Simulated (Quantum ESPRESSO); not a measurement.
## AlN under changes of volume

One of the cells (10.451 Å³/atom); the others are scaled copies at fixed shape and fractional positions:

```
CELL_PARAMETERS angstrom
3.11300 0.00000 0.00000
-1.55650 2.69594 0.00000
0.00000 0.00000 4.98100
ATOMIC_POSITIONS crystal
Al 0.66667 0.33333 0.50000
Al 0.33333 0.66667 0.00000
N 0.66667 0.33333 0.88000
N 0.33333 0.66667 0.38000
```

- Program: Quantum ESPRESSO 7.5
- Functional: r2SCAN
- Potentials or basis: SG15 PBE 1.2
- Cutoff: 1197 eV
- Density cutoff: 4789 eV
- k mesh: 6 × 6 × 3
- Occupations: fermi-dirac, width 0.05 eV
- Spin: no spin polarisation

```tsv
volume (Å³/atom)	energy over the lowest point (meV/atom)	pressure (GPa)	gap on the mesh (eV)
9.824	27.99	14.8	5.28
10.033	12.22	9.4	5.08
10.242	?	?	?
10.451	0.00	0.2	4.71
10.660	2.37	-3.8	4.53
10.869	9.70	-7.4	4.35
11.078	21.54	-10.7	4.18
```

Problem. What does the run at 10.242 Å³/atom give?

Solution. Energy over the lowest point 3.10 meV/atom; pressure 4.6 GPa; gap on the mesh 4.89 eV.

Worked out: A Birch-Murnaghan fit of order 3 (a polynomial in V^(-2/3)) to the other rows has its minimum at 10.46 Å³/atom with B0 = V·E''(V) = 209 GPa and B' = 3.9 at fixed shape and positions, which overstates the stiffness. It gives 3.10 meV/atom at 10.242 Å³/atom, against the run's 3.10, and -dE/dV = 4.6 GPa, against 4.6. A straight line through the other rows of the gap, of slope -9.15 eV per unit of ln V (its deformation potential), gives 4.90 eV, against the run's 4.89.

Energies are extrapolated to zero smearing.

Caveats: some runs use coarse meshes; the potentials were made for another functional, which shifts forces and pressure; an odd mesh through Γ misses points on the zone boundary, where band edges often lie (some runs).
